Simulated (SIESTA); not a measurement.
Ni:

```
Ni
1.0
     0.00000    1.73757    1.73757
     1.73757    0.00000    1.73757
     1.73757    1.73757    0.00000
Ni
1
Direct
  0.00000 0.00000 0.00000
```

* Program: SIESTA 5.4.2
* Task: single point
* Functional: PBE
* Potentials or basis: PseudoDojo 0.4 standard (PBE files)
* Basis: DZP (energy shift 0.003 Ry; two zetas on semicore shells)
* Grid cutoff: 800 Ry
* Energy shift: 0.003 Ry
* k mesh: 13 × 13 × 13
* Occupations: fermi-dirac, width 0.05 eV
* Spin: collinear spin, ferromagnetic start
* Starting moments: [1.0] μB

On this cell: pressure 8.4 GPa; net moment 0.63 μB per cell; site moments Ni +0.63 μB; band gap on the k mesh none (metal or under the smearing width).

The same run follows on a disturbed copy (cell strained at random at fixed volume):

```
Ni
1.0
     0.01655    1.75725    1.76824
     1.71912    0.01633    1.76846
     1.71447    1.75283    0.02098
Ni
1
Direct
  0.00651 0.01144 0.96710
```

What changes?

The energy (extrapolated to zero smearing) moves by +3.2 meV/atom; pressure 7.5 GPa; net moment 0.63 μB per cell; site moments Ni +0.63 μB; band gap on the k mesh none (metal or under the smearing width).

Stress tensor (GPa, compression positive):
```
 9.13 -0.81 -1.66
-0.81  7.08 -2.07
-1.66 -2.07  6.37
```

Caveats: short orbitals over semicore shells can move pressures by several GPa; the basis of atomic orbitals isn't converged, which shifts pressures, moduli and gaps.
